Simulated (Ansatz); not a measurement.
# fcc against bcc along groups 8 to 10

Method: DFT, PBEsol, plane waves (420 eV) with PAW, scalar-relativistic (Ansatz 0.2.0). The PAW files were generated under PBE, with cores re-solved for the functional.

Each structure is relaxed within its symmetry, in the lowest magnetic state of the tried starts. Differences under about 8 meV lie within the error of the k-point mesh.

| element | E(fcc) − E(bcc) (meV/atom) | V(fcc) (Å³/atom) | V(bcc) (Å³/atom) | state of fcc | state of bcc |
| --- | --- | --- | --- | --- | --- |
| Fe | 32 | 10.16 | 10.84 | antiferromagnetic | ferromagnetic |
| Ru | -543 | 13.40 | 13.77 | spin not included | spin not included |
| Os | -780 | 13.96 | 14.36 | spin not included | spin not included |
| Co | -94 | 10.44 | 10.58 | ferromagnetic | ferromagnetic |
| Rh | -388 | 13.51 | 13.92 | non-magnetic | spin not included |
| Ir | -684 | 14.06 | 14.57 | non-magnetic | spin not included |
| Ni | -106 | 10.39 | 10.46 | ferromagnetic | ferromagnetic |
| Pd | -57 | 14.59 | 14.68 | spin not included | non-magnetic |
| Pt | -110 | 15.05 | 15.23 | spin not included | spin not included |
